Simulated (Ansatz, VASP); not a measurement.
## One calculation of Te2Mo, two programs

The input INCAR:

```
SYSTEM = Te2Mo
ALGO = Normal ; EDIFF = 1E-6
ENCUT = 520 ; GGA = PE
ISIF = 2 ; ISMEAR = 0
IVDW = 12 ; LASPH = .True.
LCHARG = .False. ; LREAL = .False.
LWAVE = .False. ; NBANDS = 35
NELM = 100 ; PREC = Accurate
SIGMA = 0.05
```

Contents of KPOINTS:

```
k-points
0
Gamma
  12 12 2
  0 0 0
```

Contents of POSCAR:

```
Te2Mo
1.0
    3.4964011497      0.0000000000      0.0000000000
   -1.7482005748      3.0279722174      0.0000000000
    0.0000000000      0.0000000000     13.7008448353
Te Mo
4 2
Direct
    0.3333333333      0.6666666667      0.6173401526
    0.6666666667      0.3333333333      0.1173401526
    0.3333333333      0.6666666667      0.8826598474
    0.6666666667      0.3333333333      0.3826598474
    0.3333333333      0.6666666667      0.2500000000
    0.6666666667      0.3333333333      0.7500000000
```

Input for Ansatz:

```yaml
crystal:
  lattice:
    - [3.4964011497, 0.0, 0.0]
    - [-1.7482005748, 3.0279722174, 0.0]
    - [0.0, 0.0, 13.7008448353]
  atoms:
    - { symbol: Te, position: [0.3333333333, 0.6666666667, 0.6173401526] }
    - { symbol: Te, position: [0.6666666667, 0.3333333333, 0.1173401526] }
    - { symbol: Te, position: [0.3333333333, 0.6666666667, 0.8826598474] }
    - { symbol: Te, position: [0.6666666667, 0.3333333333, 0.3826598474] }
    - { symbol: Mo, position: [0.3333333333, 0.6666666667, 0.25] }
    - { symbol: Mo, position: [0.6666666667, 0.3333333333, 0.75] }
basis:
  ecutwfc: 420
kpoints:
  mp_grid: { grid: [12, 12, 2] }
hamiltonian:
  xc: pbe
  dispersion: d3bj
scf:
  occupations: { method: gaussian, width: 0.05 }
output:
  forces: true
  stress: true
  eigenvalues: true
```

Alike in both runs: task single point; functional PBE; dispersion D3(BJ); k mesh 12 × 12 × 2; occupations gaussian, width 0.05 eV; no spin polarisation.

|  | VASP | Ansatz |
| --- | --- | --- |
| version | VASP 6.6.1 | Ansatz 0.2.0 |
| potentials or method | VASP PAW PBE potentials, release 64 (Te, Mo_sv) | scalar-relativistic, plane waves, PAW |
| plane-wave cutoff (eV) | 520 | 420 |
| valence electrons in the cell | 52 | 92 |

Ansatz gave:

```
gap on the k mesh at the Fermi level (eV) : 0.65
least direct gap on the mesh (eV)         : 1.03
pressure (GPa)                            : 0.0
rms of the force components (eV/Å)        : 0.002
```

Q: Estimate VASP's values.

A: gap on the k mesh at the Fermi level (eV): 0.65; least direct gap on the mesh (eV): 1.04; pressure (GPa): 0.0; rms of the force components (eV/Å): 0.005.

Atom by atom the forces differ by 0.007 eV/Å (rms over components). The two sets of potentials don't hold the same shells in valence.

Caveats: spin-orbit coupling is left out, which moves the levels of the heavy elements. A k mesh can miss the band edges. PBE gaps usually lie below the measured ones, often by a third to a half.
